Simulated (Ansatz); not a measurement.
# Cadmium, bcc under r²SCAN: structure, energy and stiffness, part 2 of 2

Aim: take cadmium in the bcc structure, relax it, solve it on a dense k-mesh, switch on spin-orbit coupling, then scale the cell to 7 volumes from 88 to 112 % of the relaxed one and try a fit of the equation of state. The k-meshes are 13×13×13 for the relaxation; 20×20×20 for the dense run; 12×12×12 for spin-orbit coupling; 14×14×14 for the volumes.

Ansatz 0.2.0; DFT, r2SCAN, plane waves (500 eV) with PAW, scalar-relativistic. Earlier steps stand in the parts before.

### Step 9. Equation of state: 104 %

This is Cd in the bcc structure; at room conditions it is hcp.

File input.yaml:

```yaml
crystal:
  lattice:
    - [-1.7916001074, 1.7916001074, 1.7916001074]
    - [1.7916001074, -1.7916001074, 1.7916001074]
    - [1.7916001074, 1.7916001074, -1.7916001074]
  atoms:
    - { symbol: Cd, position: [0.0, 0.0, 0.0] }
hamiltonian:
  xc: r2scan
  pseudopotentials:
    kind: paw
    azcp:
      Cd: "pseudopotentials/Cd.paw.azcp"
basis:
  ecutwfc: 500
  fft_grid_basis: typed
kpoints:
  mp_grid: { grid: [14, 14, 14], shift: [0, 0, 0] }
magnetization:
  spin_polarized: false
scf:
  occupations: { method: fermi_dirac, width: 0.1 }
  lower_state_search: "off"
output:
  stress: true
```

Command:

```
$ ansatz run input.yaml --threads 1 --pin off --max-ram 3584MiB --backend cpu --events-out ev --progress --plain --runs-dir out
```

What it wrote (excerpt; [...] marks lines left out):

```text
[...]
Pseudopotentials: kind: paw
Pseudopotential: Cd, paw, valence charge 20, recommended cutoff 500 eV (meta_gga), <dir>
Functional definition: r2SCAN
[...]
Crystal: 1 atoms, lattice volume = 23.003 Å³
Basis set: ecut = 500 eV, 603 PW (Γ), exchange–correlation on 96×96×96 points (64 copies of the dense FFT grid, shifted against one another)
Bands: 14, of which v1, the nominal top of the filled ones, is band 10 counted from 1 (9 counted from 0)
Symmetry: 48 space group operations
Space group: Im-3m (ITA 229), of the structure as read, at distance tolerance 2.8e-5 Å
k-points: 104 of 2744
[...]
SCF iter   1: F=-8268.090378 eV  HF=-8268.091619 eV  |F-HF|=1.24e-3  |Δ(HF+E_count)|=         —  Δρ=6.09e-3  dr2=5.01e-3  dr2_τ=5.31e-3  ethr=1.77e-3  ⟨swp⟩=5.0  Hψ=7742  notcnv=0
[...]
SCF iter   6: F=-8268.091965 eV  HF=-8268.091965 eV  |F-HF|=7.08e-9  |Δ(HF+E_count)|=   1.37e-7  Δρ=3.45e-6  dr2=1.74e-9  dr2_τ=1.48e-10  ethr=1.93e-10  ⟨swp⟩=2.2  Hψ=4965  notcnv=0
[...]
SCF converged after 6 iterations
Free energy (F): -8268.091965 eV
[...]
E sigma→0 (E₀):  -8268.085158 eV
Entropy (-TS):   -0.013614 eV (-13.614 meV/atom)
Fermi energy:    13.522648 eV
[...]
--- Stress (GPa, compression-positive) ---
       -1.727170      -0.000000      -0.000000
        0.000000      -1.727170      -0.000000
       -0.000000       0.000000      -1.727170
  P = ⅓ Tr σ = -1.7272 GPa (-17.272 kbar)
```

Run time: 6.8 s. Hardware: 1 thread of Intel Xeon Platinum 8259CL at 2.50GHz (Skylake/Cascade Lake), shared host; peak memory 0.54 GiB.

### Step 10. Equation of state: 108 %

Changes to input.yaml since step 9:

```diff
@@ -2,5 +2,5 @@
   lattice:
-    - [-1.7916001074, 1.7916001074, 1.7916001074]
-    - [1.7916001074, -1.7916001074, 1.7916001074]
-    - [1.7916001074, 1.7916001074, -1.7916001074]
+    - [-1.8142809976, 1.8142809976, 1.8142809976]
+    - [1.8142809976, -1.8142809976, 1.8142809976]
+    - [1.8142809976, 1.8142809976, -1.8142809976]
   atoms:
```

Command:

```
$ ansatz run input.yaml --threads 1 --pin off --max-ram 3584MiB --backend cpu --events-out ev --progress --plain --runs-dir out
```

What it wrote (excerpt; [...] marks lines left out):

```text
[...]
[... 3 set-up lines as earlier in the session ...]
[...]
Crystal: 1 atoms, lattice volume = 23.888 Å³
Basis set: ecut = 500 eV, 603 PW (Γ), exchange–correlation on 96×96×96 points (64 copies of the dense FFT grid, shifted against one another)
Bands: 14, of which v1, the nominal top of the filled ones, is band 10 counted from 1 (9 counted from 0)
[... 1 set-up line as earlier in the session ...]
Space group: Im-3m (ITA 229), of the structure as read, at distance tolerance 2.9e-5 Å
k-points: 104 of 2744
[...]
SCF iter   1: F=-8268.077275 eV  HF=-8268.078690 eV  |F-HF|=1.41e-3  |Δ(HF+E_count)|=         —  Δρ=5.93e-3  dr2=5.09e-3  dr2_τ=5.06e-3  ethr=1.77e-3  ⟨swp⟩=5.0  Hψ=7735  notcnv=0
[...]
SCF iter   6: F=-8268.078938 eV  HF=-8268.078938 eV  |F-HF|=2.17e-8  |Δ(HF+E_count)|=   1.72e-7  Δρ=6.94e-6  dr2=7.23e-9  dr2_τ=3.57e-10  ethr=3.82e-10  ⟨swp⟩=2.1  Hψ=5018  notcnv=0
[...]
SCF converged after 6 iterations
Free energy (F): -8268.078938 eV
[...]
E sigma→0 (E₀):  -8268.072010 eV
Entropy (-TS):   -0.013857 eV (-13.857 meV/atom)
Fermi energy:    12.842361 eV
[...]
--- Stress (GPa, compression-positive) ---
       -2.927656       0.000000      -0.000000
       -0.000000      -2.927656      -0.000000
        0.000000       0.000000      -2.927656
  P = ⅓ Tr σ = -2.9277 GPa (-29.277 kbar)
```

Run time: 5.5 s. Hardware: 1 thread of Intel Xeon Platinum 8259CL at 2.50GHz (Skylake/Cascade Lake), shared host; peak memory 0.55 GiB.

### Step 11. Equation of state: 112 %

Changes to input.yaml since step 10:

```diff
@@ -2,5 +2,5 @@
   lattice:
-    - [-1.8142809976, 1.8142809976, 1.8142809976]
-    - [1.8142809976, -1.8142809976, 1.8142809976]
-    - [1.8142809976, 1.8142809976, -1.8142809976]
+    - [-1.8364085564, 1.8364085564, 1.8364085564]
+    - [1.8364085564, -1.8364085564, 1.8364085564]
+    - [1.8364085564, 1.8364085564, -1.8364085564]
   atoms:
@@ -25 +25,5 @@
   stress: true
+  write_density: true
+  write_potential: true
+  elf: true
+  volumetric_format: npy
```

Command:

```
$ ansatz run input.yaml --threads 1 --pin off --max-ram 3584MiB --backend cpu --events-out ev --progress --plain --runs-dir out
```

What it wrote (excerpt; [...] marks lines left out):

```text
[...]
[... 3 set-up lines as earlier in the session ...]
[...]
Crystal: 1 atoms, lattice volume = 24.772 Å³
Basis set: ecut = 500 eV, 627 PW (Γ), exchange–correlation on 96×96×96 points (64 copies of the dense FFT grid, shifted against one another)
Bands: 14, of which v1, the nominal top of the filled ones, is band 10 counted from 1 (9 counted from 0)
[... 2 set-up lines as earlier in the session ...]
k-points: 104 of 2744
[...]
SCF iter   1: F=-8268.058472 eV  HF=-8268.060060 eV  |F-HF|=1.59e-3  |Δ(HF+E_count)|=         —  Δρ=5.81e-3  dr2=5.27e-3  dr2_τ=4.80e-3  ethr=1.77e-3  ⟨swp⟩=5.1  Hψ=7732  notcnv=0
[...]
SCF iter   6: F=-8268.060255 eV  HF=-8268.060255 eV  |F-HF|=7.08e-8  |Δ(HF+E_count)|=   2.41e-7  Δρ=1.13e-5  dr2=2.42e-8  dr2_τ=1.45e-9  ethr=5.00e-10  ⟨swp⟩=8.1  Hψ=9057  notcnv=0
[...]
SCF converged after 6 iterations
Free energy (F): -8268.060255 eV
[...]
E sigma→0 (E₀):  -8268.053270 eV
Entropy (-TS):   -0.013970 eV (-13.970 meV/atom)
Fermi energy:    12.215730 eV
[...]
--- Stress (GPa, compression-positive) ---
       -3.791472       0.000000       0.000000
       -0.000000      -3.791472       0.000000
        0.000000       0.000000      -3.791472
  P = ⅓ Tr σ = -3.7915 GPa (-37.915 kbar)
--- Band table (eV; the first three rows and the last of 104) ---
  k-point 0: bands = ["-93.5892", "-53.7147", "-53.7147", "-53.7147", "2.7895", "2.7895", "2.7895", "3.3020", "3.3020", "3.9807", "27.1874", "27.1874", "27.1874", "27.6050"]
[...]
```

Run time: 9 s. Hardware: 1 thread of Intel Xeon Platinum 8259CL at 2.50GHz (Skylake/Cascade Lake), shared host; peak memory 0.56 GiB.

### Step 12. The equation of state

The cell was scaled evenly, with its shape and the fractional positions fixed.

```csv
V (Å³/atom),E − E₀ (meV/atom),P from the stress (GPa),P from the fit (GPa)
19.464,61.0,8.75,8.73
20.349,23.9,4.96,4.91
21.233,5.0,2.08,2.04
22.118,0.0,-0.10,-0.12
23.003,5.4,-1.73,-1.74
23.888,18.5,-2.93,-2.94
24.772,37.3,-3.79,-3.82
```

Fit (Birch-Murnaghan, third order): V₀ = 22.060 Å³/atom, B₀ = 47 GPa, B₀′ = 6.2, largest residual 0.05 meV/atom.

### Step 13. Summary of results

This closing draws on all 2 parts.

| quantity | value |
| --- | --- |
| space group (spins left aside) | Im-3m (No. 229) |
| conventional cell | a = 3.537 Å |
| volume | 22.118 Å³/atom |
| shortest distance | 3.063 Å |
| gap on the mesh | none (levels filled in part) |
| relative to hcp | +87 meV/atom |
| V₀, B₀, B₀′ | 22.060 Å³/atom, 47 GPa, 6.2 |

What this shows: From the guessed start the volume grew by 2.5 % in 4 steps. It lies 87 meV/atom above the element's reference form at the same level (hcp, from a run of its own). No gap shows: it is a metal or semimetal at this level. The total energy of the spin-orbit run lies +8.1 eV/atom from the scalar one, but the two kinds of run don't share a zero of energy: only differences within one kind count. B₀ comes out at 47 GPa. Relaxation kept the symmetry; phonons were not checked.
